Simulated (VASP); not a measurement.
A run of VASP 6.6.1:

INCAR

```
PREC = Accurate
ENCUT = 600
EDIFF = 1E-7
ISMEAR = 1
SIGMA = 0.1
LREAL = False
LASPH = True
NELM = 150
ALGO = Normal
ISIF = 3
LWAVE = False
LCHARG = False
ISPIN = 2
MAGMOM = 3 3
LORBIT = 11
LMAXMIX = 4
GGA = CA
IBRION = 2
NSW = 90
EDIFFG = -0.005
AMIX = 0.2
BMIX = 1E-4
AMIX_MAG = 0.8
BMIX_MAG = 1E-4
```

KPOINTS

```
Automatic mesh
0
Gamma
  18 18 9
```

POSCAR

```
Co                                      
1.0
    2.4266137086      0.0000000000      0.0000000000
   -1.2133068543      2.1015091191     -0.0000000000
    0.0000000000      0.0000000000      3.9135681370
  Co            
     2
Direct
     0.3333333300000021    0.6666666699999979    0.2500000000000000
     0.6666666699999979    0.3333333300000021    0.7500000000000000
```

Potentials or basis: VASP PAW LDA potentials, release 64 (Co).

Run with:

```sh
$ cat potpaw_LDA.64/Co/POTCAR > POTCAR
$ mpirun -np 1 vasp_std > vasp.out
```

Hardware: 1 thread of Intel(R) Xeon(R) 6975P-C (Granite Rapids) (shared host).

Task: How long does it take, and how much memory?

Result: Run time: 97 s on 1 thread of Intel(R) Xeon(R) 6975P-C (Granite Rapids) (shared host), peak memory 0.22 GiB. Counts: scf iterations 27, k points 185, ion steps 3.
